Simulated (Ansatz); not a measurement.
```
CELL_PARAMETERS angstrom
      2.13805     1.23440     9.85810
     -2.13805     1.23440     9.85810
      0.00000    -2.46881     9.85810
ATOMIC_POSITIONS crystal
  Sb 0.39930 0.39930 0.39930
  Sb 0.60070 0.60070 0.60070
  Te 0.00000 0.00000 0.00000
  Te 0.20959 0.20959 0.20959
  Te 0.79041 0.79041 0.79041
```

No spin polarisation.

All numbers come from Kohn–Sham DFT with the PBE-D3(BJ) functional, run in Ansatz (an electronic-structure program) with PAW and 420 eV plane waves, without spin-orbit coupling. k-mesh 9×9×9 (Γ-centred); smearing 0.05 eV (Fermi–Dirac).

Task: Predict the space group.

Result: R-3m (No. 166).

Task: What is the computed pressure (mean of the normal stresses, compression positive)?

Result: 0.33 GPa.

The cells carry an imposed strain or load. Stability against distortions was not tested. The cell was made from Sb2Te3 in the Bi2Te3 type structure (space group R-3m, No. 166) by this change: uniaxial strain ε_zz = −0.84 %.
